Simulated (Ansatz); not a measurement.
YN (started from an entry of an open crystallographic database), relaxed with r2SCAN. The symmetry is Fm-3m (No. 225, cubic); a = 4.896 Å in the conventional setting, 14.67 Å³ an atom. Y has 6 N at 2.45 Å; N has 6 Y at 2.45 Å.

```
CELL_PARAMETERS angstrom
0.00000 2.44805 2.44805
2.44805 0.00000 2.44805
2.44805 2.44805 0.00000
ATOMIC_POSITIONS crystal
Y 0.00000 0.00000 0.00000
N 0.50000 0.50000 0.50000
```

The questions ask for values computed with Ansatz 0.2.0 on this geometry. No magnetic order and no zero-point or thermal motion.

(1) Is there a gap with PBE, and of what kind?

(2) What does r2SCAN give for the gap (10×10×10 mesh)?

(3) What does r2SCANh give for the gap (6×6×6 mesh)?

(4) What does HSE06 give for the gap (6×6×6 mesh)?

(5) Estimate the gap with HSE06+SOC on 6×6×6.

(6) Roughly how does the cost of the DDH-PBE0 run (6×6×6) compare with r2SCAN's (10×10×10)?

(7) How strongly does the crystal screen a field with clamped ions (r2SCAN)?

Answers

(1) PBE gives an indirect gap of 0.20 eV, from Γ to X; the least direct gap is 0.59 eV at X.

(2) The r2SCAN gap is indirect, 0.58 eV (Γ to X), below the direct gap of 0.98 eV at X. The gap differs by +0.38 eV from PBE's.

(3) The r2SCANh gap is indirect, 1.15 eV (Γ to X), below the direct gap of 1.58 eV at X. The gap differs by +0.95 eV from PBE's.

(4) With HSE06 the valence top lies at Γ and the conduction bottom at X, 1.09 eV higher; the smallest vertical gap, at X, is 1.56 eV. The gap differs by +0.89 eV from PBE's.

(5) The HSE06+SOC gap is indirect, 1.07 eV (Γ to X), below the direct gap of 1.51 eV at X. Spin-orbit coupling itself accounts for -0.02 eV. The gap differs by +0.87 eV from PBE's.

(6) About 21 times as much (30 core-seconds against 1.5 core-seconds, on a shared machine).

(7) The electronic dielectric tensor ε∞ is 9.57 in all directions. Born charges, averaged over directions: Y +4.29, N -4.29 e.

Only the levels marked +SOC include spin-orbit coupling.

The meshes of the hybrids are coarse, so their gaps aren't converged to the digits shown.

Set aside, since their points miss a band edge that the other levels read or their mesh is too coarse: LC-ωPBE.
